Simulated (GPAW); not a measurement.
Wanted: an ASE script for a GPAW 26.7.0 run.

- Task: single point
- Functional: LDA
- Potentials or basis: the program's PAW data sets (release 1.2.1) made for this functional
- Cutoff: 800 eV
- Basis: pw
- k mesh: 10 × 10 × 4
- Occupations: gaussian, width 0.05 eV
- Spin: no spin polarisation
- Maxiter: 150

The structure of Al2O3 lies in POSCAR:

```
Al2O3
1.0
    3.0174825440      0.0000000000      0.0000000000
   -1.5087412720      2.6132165386      0.0000000000
    0.0000000000      0.0000000000      7.5746360022
Al O
2 3
Direct
    0.0000000000      0.0000000000      0.7220490000
    0.0000000000      0.0000000000      0.2779510000
    0.0000000000      0.0000000000      0.5000000000
    0.6666666667      0.3333333333      0.8005460000
    0.3333333333      0.6666666667      0.1994540000
```

Measurements of this composition are mostly on another form, of space group No. 167.

These files were run (other wordings do the same):

run.py

```python
from ase.dft.bandgap import bandgap
from ase.io import read, write
from ase.units import GPa
from gpaw import GPAW, PW

atoms = read('POSCAR')

calc = GPAW(mode=PW(800),
            xc='LDA',
            kpts={'size': (10, 10, 4), 'gamma': True},
            occupations={'name': 'methfessel-paxton', 'order': 0, 'width': 0.05},
            nbands=24,
            convergence={'density': 1e-05, 'energy': 1e-05},
            maxiter=150,
            txt='gpaw.txt')
atoms.calc = calc
energy = atoms.get_potential_energy()
forces = atoms.get_forces()
stress = atoms.get_stress()
calc.write('gs.gpw')
write('result.traj', atoms)
print(f'Energy: {energy:.6f} eV')
print('Forces (eV/A):')
print(forces.round(4))
print('Stress (GPa):', (stress / GPa).round(3))
print('Fermi level:', round(calc.get_fermi_level(), 4), 'eV')
print(f'Gap: {bandgap(calc)[0]:.4f} eV, direct: {bandgap(calc, direct=True)[0]:.4f} eV')
```

Potentials or basis: the program's PAW data sets (release 1.2.1) made for this functional, pw.

Launch:

```sh
$ OMP_NUM_THREADS=1 python run.py
```

Results of the run:

| Property | Result |
| --- | --- |
| Pressure | -6.4 GPa |
| Largest force | 0.348 eV/Å |
| Band gap on the k mesh | 2.24 eV, direct |

Wall time 48 s on 1 thread of Arm Neoverse V2, on a shared host, peak memory 0.25 GiB.
